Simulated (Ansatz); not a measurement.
Structure from Materials Project entry mp-998890 (possibly hypothetical), not relaxed further.

An input for Cu: DFT, r2SCAN, PAW with Ansatz's default frozen-core files, scalar-relativistic (Ansatz 0.2.0). The PAW files were made with PBE; their cores are remade for this functional.

Command: `ansatz run input.yaml --threads 1 --pin off --max-ram 2048MiB --backend cpu --events-out ev --progress --plain --runs-dir out` The run took 30 s on 1 thread of AMD EPYC 7R43 64-Core Processor (Zen 3), with other jobs on the host, peak memory 0.46 GiB.

```yaml
crystal:
  lattice:
    - [-1.44279332, 1.44279332, 1.37608145]
    - [1.44279332, -1.44279332, 1.37608145]
    - [1.44279332, 1.44279332, -1.37608145]
  atoms:
    - { symbol: Cu, position: [0.0, 0.0, 0.0] }
kpoints:
  mp_grid: { grid: [18, 18, 18] }
  band_path:
    path:
      - [0.0, 0.0, 0.0]
      - [0.0, 0.0, 0.5]
      - [-0.5, 0.5, 0.5]
      - [0.0, 0.0, 0.0]
      - [0.4774154906, 0.4774154906, -0.4774154906]
      - [-0.4774154906, 0.5225845094, 0.4774154906]
      - [-0.5, 0.5, 0.5]
      - [0.0, 0.0, 0.5]
      - [0.25, 0.25, 0.25]
    npoints: 14
scf:
  occupations: { method: fermi_dirac, width: 0.05 }
hamiltonian:
  xc: r2scan
  pseudopotentials: { kind: paw }
output:
  forces: true
  stress: true
  eigenvalues: true
  efg: { contact_densities: true }
  populations: true
  bader: true
  dos: { projected: true, de: 0.2, e_range: [-14, 8] }
  write_density: true
  write_potential: true
  elf: true
  volumetric_format: npy
```

Set-up and iterations as logged by Ansatz (the results part is left out, to be predicted):

```
Engine: ansatz 0.2.0
Pseudopotentials: kind: paw
Pseudopotential: Cu, paw, valence charge 19, recommended cutoff 500 eV (meta_gga)
Functional definition: r2SCAN
  parameter k0 = 0.174
  parameter k1 = 0.065
  parameter a1 = 4.9479
  exchange = r2scan_x(k0 = k0, k1 = k1, a1 = a1)
  correlation = r2scan_c
Crystal: 1 atoms, lattice volume = 11.458 Å³
Basis set: ecut = 500 eV, 313 PW (Γ), exchange–correlation on 72×72×72 points (64 copies of the dense FFT grid, shifted against one another)
Bands: 14, of which v1, the nominal top of the filled ones, is band 10 counted from 1 (9 counted from 0)
Symmetry: 16 space group operations
Space group: I4/mmm (ITA 139), of the structure as read, at distance tolerance 2.3e-5 Å
k-points: 480 of 5832
Non-local potential: Cu, projectors of the file, l = 0: 3, l = 1: 2, l = 2: 3, l = 3: 1
PAW form: soft (Blöchl's): semilocal exchange-correlation on the pseudo side does not see the compensation charge
PAW frozen core: Cu, regenerated for the run's functional (the file was generated under x = pbe(κ = 0.804, μ = 0.2195149727645171), c = pbe(β = 0.06672455060314922))
PAW one-centre angular grid: Cu, 590 points (default); XC on 160 Gauss nodes
Initial density: superposition of atomic densities (neutral atoms: chi_scale 0, normalization atom), corrected by the library's trained network
Initial wavefunctions: pseudopotential atomic-orbital guess
Functional: x = r2scan, c = r2scan; τ floored in thin density (d = 2e-4 eV/Å³)
SCF iter   1: F=—  HF=-6631.218200 eV  |F-HF|=—  |Δ(HF+E_count)|=         —  Δρ=3.93e-2  dr2=9.68e-2  dr2_τ=7.31e-4  ethr=1.77e-3  ⟨swp⟩=5.5  Hψ=34035  notcnv=0
SCF iter   2: F=—  HF=-6631.229068 eV  |F-HF|=—  |Δ(HF+E_count)|=   1.09e-2  Δρ=3.85e-2  dr2=9.15e-2  dr2_τ=1.03e-3  ethr=5.09e-4  ⟨swp⟩=3.0  Hψ=16133  notcnv=0  defer=149
SCF iter   3: F=—  HF=-6631.200462 eV  |F-HF|=—  |Δ(HF+E_count)|=   2.86e-2  Δρ=3.94e-3  dr2=1.01e-3  dr2_τ=7.87e-6  ethr=4.81e-4  ⟨swp⟩=2.2  Hψ=11365  notcnv=0  defer=149
SCF iter   4: F=—  HF=-6631.200389 eV  |F-HF|=—  |Δ(HF+E_count)|=   7.26e-5  Δρ=2.93e-4  dr2=8.08e-6  dr2_τ=4.77e-7  ethr=5.30e-6  ⟨swp⟩=1.6  Hψ=8541  notcnv=0  defer=149
SCF iter   5: F=—  HF=-6631.200393 eV  |F-HF|=—  |Δ(HF+E_count)|=   3.90e-6  Δρ=1.68e-4  dr2=1.38e-6  dr2_τ=4.39e-8  ethr=4.25e-8  ⟨swp⟩=2.1  Hψ=9137  notcnv=0  defer=149
SCF iter   6: F=—  HF=-6631.200396 eV  |F-HF|=—  |Δ(HF+E_count)|=   2.82e-6  Δρ=4.05e-5  dr2=1.25e-7  dr2_τ=1.86e-9  ethr=7.24e-9  ⟨swp⟩=2.0  Hψ=9252  notcnv=0  defer=149
SCF iter   7: F=-6631.200396 eV  HF=-6631.200396 eV  |F-HF|=2.26e-9  |Δ(HF+E_count)|=   1.54e-8  Δρ=5.77e-6  dr2=2.05e-9  dr2_τ=3.48e-11  ethr=5.26e-10  ⟨swp⟩=8.5  Hψ=39877  notcnv=0
```

Problem. What pressure will this run report?

Solution. 0.28 GPa (positive in compression).

Problem. Is there a band gap?

Solution. none: with an odd electron count and no spin polarisation the bands can't all be full, a metal in this set-up (spin order or a larger cell could open a gap).
